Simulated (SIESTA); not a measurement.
Crystal: Ta.

```
CELL_PARAMETERS angstrom
-1.65128 1.65128 1.65128
1.65128 -1.65128 1.65128
1.65128 1.65128 -1.65128
ATOMIC_POSITIONS crystal
Ta 0.00000 0.00000 0.00000
```

| Property | Result |
| --- | --- |
| Program | SIESTA 5.4.2 |
| Task | single point |
| Functional | PBEsol |
| Potentials or basis | PseudoDojo 0.4 standard (PBEsol files) |
| Basis | DZP (energy shift 0.003 Ry; two zetas on semicore shells) |
| Grid cutoff | 800 Ry |
| Energy shift | 0.003 Ry |
| k mesh | 11 × 11 × 11 |
| Occupations | fermi-dirac, width 0.05 eV |
| Spin | no spin polarisation |

On this cell: pressure -3.9 GPa; band gap on the k mesh none (metal or under the smearing width).

The same run follows on a disturbed copy (cell strained at random at fixed volume):

```xyz
1
Lattice="-1.6207 1.6546 1.6292 1.6978 -1.6262 1.6778 1.6224 1.6279 -1.6008" Properties=species:S:1:pos:R:3 pbc="T T T"
Ta   -0.0498    0.0348   -0.0299
```

**Question.** What does the disturbed cell give?

**Answer.** The energy (extrapolated to zero smearing) moves by +14.4 meV/atom; pressure -3.4 GPa; band gap on the k mesh none (metal or under the smearing width).

Stress tensor (GPa, compression positive):
```
-3.96 -0.18 -4.08
-0.18 -2.69 -1.41
-4.08 -1.41 -3.60
```

Caveats: short orbitals over semicore shells can move pressures by several GPa; the basis of atomic orbitals isn't converged, which shifts pressures, moduli and gaps.
